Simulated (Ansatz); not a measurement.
CdSe:

```xyz
2
Lattice="0.0000 3.0703 3.0703 3.0703 0.0000 3.0703 3.0703 3.0703 0.0000" Properties=species:S:1:pos:R:3 pbc="T T T"
Cd    0.0000    0.0000    0.0000
Se    1.5351    1.5351    1.5351
```

Measurements of this composition are mostly on another form, of space group No. 186.

Base run:

```yaml
Program: Ansatz 0.2.0
Functional: BLYP
Potentials_or_basis: Ansatz PAW
Cutoff: "420 eV (not typed: the program's choice for these potentials)"
k_mesh: 8 × 8 × 8
Occupations: fermi-dirac, width 0.05 eV
Spin: no spin polarisation
```

Its results: band gap on the k mesh 0.47 eV, direct; pressure 4.0 GPa.

Q: The run is repeated on the same cell with these changes: functional from BLYP to PBE; potentials or basis from Ansatz PAW to SPMS NC; cutoff from 420 eV (not typed: the program's choice for these potentials) to 816 eV (not typed: the program's choice for these potentials). What comes out?

A: Band gap on the k mesh 0.54 eV, direct; pressure 1.3 GPa.

Caveats: the PAW data sets come from PBE, with cores solved anew for the run's functional, which leaves a small shift of forces and pressure (some runs).
